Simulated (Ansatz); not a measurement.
A plane-wave DFT run in Ansatz 0.2.0 (scalar-relativistic PAW potentials unless the input names others): input and command.

```yaml
crystal:
  lattice:
    - [0.0, 2.7215639846, 2.7215639846]
    - [2.7215639846, 0.0, 2.7215639846]
    - [2.7215639846, 2.7215639846, 0.0]
  atoms:
    - { symbol: Zn, position: [0.0, 0.0, 0.0] }
    - { symbol: S, position: [0.6948846322, 0.6948846322, 0.6492255665] }
basis:
  ecutwfc: 420
kpoints:
  mp_grid: { grid: [8, 8, 8] }
hamiltonian:
  xcs: pbe
scf:
  occupations: { method: gaussian, width: 0.05 }
  max_iter: 50
output:
  forces: true
  eigenvalues: true
  stress: true
```

```bash
ansatz run input.yaml --threads 2 --pin off --max-ram 5120MiB --backend cpu --events-out ev --progress --plain --runs-dir out
```

Q: What will the program do with this input?

A: The program refuses it, because of a misspelt key (the key hamiltonian.xc typed as xcs). With the key spelt rightly it is accepted.

Abridged log:
```
Error: YAML parse error: error: line 14 column 3: unknown field `xcs`, expected one of xc, dispersion, noncollinear_xc, pseudopotentials, hubbard, deformation_potential_offset, integrals
  --> <input>:14:3
   |
12 |   mp_grid: { grid: [8, 8, 8] }
13 | hamiltonian:
14 |   xcs: pbe
   |   ^ unknown field `xcs`, expected one of xc, dispersion, noncollinear_xc, pseudopotentials, hubbard, deformation_potential_offset, integrals
15 | scf:
16 |   occupations: { method: gaussian, width: 0.05 }
   |
```